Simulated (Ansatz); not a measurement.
# TiCo3: the cost of one run

Method: DFT r2SCAN, scalar-relativistic, plane waves, PAW, in Ansatz 0.2.0.

1 further run of the same task is left out (set aside as unsound or not needed).

**1. The system as given**

It takes space group Pm-3m (No. 221, cubic). Conventional cell: a = 3.587 Å, b = 3.587 Å, c = 3.587 Å, α = 90.00°, β = 90.00°, γ = 90.00°. Ti (site symmetry m-3m) is surrounded by 12 Co at 2.54 Å. Around Co (site symmetry 4/mmm) lie 4 Ti at 2.54 Å and 8 Co at 2.54 Å.

As a file:

```cif
data_structure
_symmetry_space_group_name_H-M 'P 1'
_symmetry_Int_Tables_number 1
_cell_length_a 3.5872
_cell_length_b 3.5872
_cell_length_c 3.5872
_cell_angle_alpha 90.000
_cell_angle_beta 90.000
_cell_angle_gamma 90.000
_cell_volume 46.16
loop_
_atom_site_label
_atom_site_type_symbol
_atom_site_fract_x
_atom_site_fract_y
_atom_site_fract_z
_atom_site_occupancy
Ti1 Ti 0.00000 0.00000 0.00000 1
Co1 Co 0.00000 0.50000 0.50000 1
Co2 Co 0.50000 0.00000 0.50000 1
Co3 Co 0.50000 0.50000 0.00000 1
```

It is the result of an earlier relaxation at this level (volume 11.54 Å³/atom; gap on the mesh: none (metal), site moments up to 1.3 μB).

**2. The undisturbed cell**

input.yaml reads:

```yaml
crystal:
  lattice:
    - [3.5872013979, 0.0, 0.0]
    - [0.0, 3.5872013979, 0.0]
    - [0.0, 0.0, 3.5872013979]
  atoms:
    - { symbol: Ti, position: [0.0, 0.0, 0.0], spin: -0.7 }
    - { symbol: Co, position: [0.0, 0.5, 0.5], spin: 1.46 }
    - { symbol: Co, position: [0.5, 0.0, 0.5], spin: 1.46 }
    - { symbol: Co, position: [0.5, 0.5, 0.0], spin: 1.46 }
basis:
  ecutwfc: 500
kpoints:
  mp_grid: { grid: [14, 14, 14] }
hamiltonian:
  xc: r2scan
scf:
  occupations: { method: gaussian, width: 0.15 }
output:
  forces: true
  stress: true
  eigenvalues: true
  populations: true
  write_density: true
  write_potential: true
  elf: true
  volumetric_format: npy
magnetization:
  spin_polarized: true
```

Run with:

```sh
$ ansatz run input.yaml --threads 1 --pin off --max-ram 2560MiB --backend cpu --events-out ev --progress --plain --runs-dir out
```

Q: Estimate wall time and peak memory on 1 thread of Intel Xeon 6975P-C (Granite Rapids), shared host.

About 64 s, with a peak of 0.84 GiB.
